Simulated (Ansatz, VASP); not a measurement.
## One calculation of HfN, two programs

```
Hf N
1.0
     0.00000    2.25600    2.25600
     2.25600    0.00000    2.25600
     2.25600    2.25600    0.00000
Hf N
1 1
Cartesian
  0.0000 0.0000 0.0000
  2.2560 2.2560 2.2560
```

Alike in both runs: task relaxation of cell and atoms; functional revPBE; dispersion D3(BJ); k mesh 11 × 11 × 11; occupations methfessel-paxton of order 1, width 0.05 eV; no spin polarisation.

|  | VASP | Ansatz |
| --- | --- | --- |
| version | VASP 6.6.1 | Ansatz 0.2.0 |
| potentials or method | VASP PAW PBE potentials, release 64 (Hf_pv, N) | plane waves, PAW |
| plane-wave cutoff (eV) | 600 | 490 |
| valence electrons in the cell | 15 | 31 |

```csv
,VASP,Ansatz,Ansatz less VASP
relaxed volume (Å³/atom),11.35,11.46,+0.101
relaxed cell length with the largest relative difference (Å),3.179,3.188,+0.0094
energy change over the relaxation (meV/atom),-1,0,+1.2
```

The two sets of potentials don't hold the same shells in valence.

Caveats: the PAW data sets were made with another functional, which shifts forces and pressure a little (VASP); pairwise dispersion overbinds metals, which lowers pressure and volume. Spin-orbit coupling is left out, which matters for the levels of Hf.
